Kohn-Sham band gaps of selenide crystals, computed with Ansatz 0.2.0 using PBEsol and plane-wave PAW (cutoff 420 eV, Gaussian smearing), scalar-relativistic without spin-orbit coupling or spin polarisation. Each crystal was relaxed at this level. The gap is taken over the whole zone, and the electron mass is the smallest along seven directions.

| formula | structure | k mesh | band gap (eV) | gap kind | lightest electron mass (electron mass) | measured gap (eV) | range of the values found | temperature of the measurement (K) | method and sample | band gap, less measured (eV) |
| --- | --- | --- | --- | --- | --- | --- | --- | --- | --- | --- |
| Bi2Se3 | R-3m | 12×12×12 | 0.123 | direct | 0.0879 | 0.22 | one value | 10 | luminescence, direct, bulk crystal | -0.10 |
| SnSe2 | P-3m1 | 12×12×6 | 0.458 | indirect | 0.181 | 1 | one value | not stated | optical absorption, indirect, bulk crystal | -0.54 |
| InSe | R3m | 12×12×12 | 0.370 | direct | 0.0470 | 1.25 | 1.25 to 1.34 | 300 | photoluminescence, excitonic, bulk crystal | -0.88 |
| WSe2 | P6_3/mmc | 12×12×2 | 1.019 | indirect | 0.427 | 1.3 | one value | not stated | time-resolved ARPES, indirect, bulk crystal | -0.28 |
| ZnSe | F-43m | 8×8×8 | 1.239 | direct | 0.0923 | 2.6 | 2.59 to 2.64 | 300 | optical absorption spectroscopy, direct, film | -1.36 |

Every computed gap is smaller than the measured one, by 0.10 to 1.36 eV. The gap is the energy needed to lift an electron from the highest filled band to the lowest empty one, and the calculation reads it off as the distance between two levels in one fixed potential. In the exact theory that potential jumps upwards when an electron is added to the empty band, and the jump belongs to the real gap. PBEsol has no such jump, so a shortfall is its normal behaviour. The five rows show how uneven this shortfall is.

**Bi₂Se₃** has the smallest error in eV and is the least trustworthy row. In the real crystal, spin-orbit coupling exchanges the order of the two levels that border the gap. The calculation leaves this coupling out and keeps the ordinary order. The difference of 0.10 eV therefore compares two different gaps and is no sign of accuracy.

**SnSe₂** sets another trap. Its smallest direct gap on the k mesh is 0.98 eV, close to the measured 1 eV, but the measurement refers to the indirect gap, in which the electron also changes its wave vector. The computed indirect gap is 0.46 eV, less than half the measured one. A band crossing missed between the k points, of which the program warns here and also for Bi₂Se₃ and InSe, would make the computed gap smaller still.

**InSe** keeps the smallest share of its gap, 0.37 of 1.25 eV. The measurement was made at 300 K on light from bound electron-hole pairs. Warmth and binding both usually lower a measured gap, so they can't explain why the computed one is too small. InSe is also computed below SnSe₂ but measured above it, and no correction that simply rises with the computed gap can restore that order.

The electron mass in InSe probably carries a trace of the same fault. Two bands that face each other across a narrow gap repel, and this bends them in opposite directions, more sharply the narrower the gap if the coupling between them stays the same. Along the direction of the lightest electron mass, the hole mass is nearly the same, 0.045 against 0.047 electron masses, as expected where this repulsion dominates. Bi₂Se₃ and ZnSe, the other direct gaps, show the same near-match, in ZnSe for the lightest of the three hole bands that meet at the valence top. A gap that is too small should therefore make the electron too light, though the table has no measured mass to test this.

**WSe₂** has nearly the measured gap of InSe, yet its error is only 0.28 eV against 0.88 eV. A limiting case suggests why. If both band edges were built from the same orbitals, an error in the potential would move them almost together and largely drop out of the gap, leaving mainly the missing jump. WSe₂ should come closer to this limit, because both its edges are expected to be largely tungsten 5d, whereas the edges of InSe mix s and p orbitals differently. The electrons of WSe₂ are also expected to screen charges more strongly than those of InSe, which would make the missing jump smaller. A single d-type row can't separate these two causes.

The WSe₂ error is probably flattered as well. Spin-orbit coupling would tend to lower the computed gap, and it may move the valence top from the centre of the zone, where the calculation has it, to a corner. The measurement was made on a sample excited by light, which tends to narrow the measured gap. The relaxed crystal is also slightly longer across its layers than the real one, which is expected to widen the computed indirect gap. How much each of these matters here is not known.

**ZnSe** lies near the opposite limit, with a filled edge mainly of selenium p and an empty edge of s character, and it has the largest error. It also shows a second fault. The filled zinc 3d levels lie 6.2 to 6.6 eV below the valence top, clearly closer to it than photoemission finds them. In PBEsol an electron in such a compact shell is partly repelled by its own charge, so its level sits too high. From there it pushes the selenium p levels upwards and narrows the gap further.

The simplest repair treats the missing part as the same everywhere:

measured gap ≈ computed gap + Δ

Here Δ is the mean shortfall of the four crystals other than Bi₂Se₃, which is left out because its band order differs. This gives Δ = 0.77 eV. For WSe₂, which is one of the four, the repaired gap is 1.02 + 0.77 = 1.79 eV, about 0.5 eV above the measured 1.3 eV.

ZnSe, also in the average, still ends about 0.6 eV too low. When each of the four is predicted from the other three, the typical miss is 0.54 eV, more than two thirds of the correction itself. Multiplying the computed gaps by a common factor does no better for these four. That factor does reproduce Bi₂Se₃ almost exactly, but only by accident, since the calculation has the wrong band order there. Both repairs are set out in the output below.

In these selenides the size of a PBEsol gap is a poor guide to its error. It helps more to ask which orbitals form the two edges, whether spin-orbit coupling changes their order, and whether the measured gap is direct or indirect.

Numerical output:

```
fit of measured - band_gap on 4 rows (same_order > 0): constant 0.766 +/- 0.23; rms 0.404, worst ZnSe -0.595, leave-one-out rms 0.538
  rows outside the fit (model, value, miss): Bi2Se3 0.766, 0.097, 0.669
fit of measured on 4 rows (same_order > 0): coefficient of band_gap 1.872 +/- 0.3; rms 0.441, worst WSe2 0.608, leave-one-out rms 0.633
  rows outside the fit (model, value, miss): Bi2Se3 0.2303, 0.22, 0.0103
Share of the measured gap and the two repairs:
     row  computed share in %  gap after constant shift in eV  gap after constant factor in eV  electron mass over hole mass
  Bi2Se3                55.91                           0.889                           0.2303                         1.009
   SnSe2                 45.8                           1.224                           0.8574                        0.1431
    InSe                 29.6                           1.136                           0.6927                          1.04
    WSe2                78.38                           1.785                            1.908                        0.4319
    ZnSe                47.65                           2.005                            2.319                        0.9506
Measured gap of WSe2 less that of InSe in eV: 0.05
Computed gap of WSe2 less that of InSe in eV: 0.649
Error of InSe over error of WSe2: 3.143
Computed gap of InSe less that of SnSe2 in eV: -0.088
Measured gap of InSe less that of SnSe2 in eV: 0.25
Lowering of the SnSe2 gap by the search off the mesh in eV: 0.02653
Lowering of the WSe2 gap by the search off the mesh in eV: 0.02314
Smallest direct gap of SnSe2 on the mesh in eV: 0.9823
Depth of the upper Zn 3d level below the valence top in eV: 6.235
Depth of the lower Zn 3d level below the valence top in eV: 6.624
```
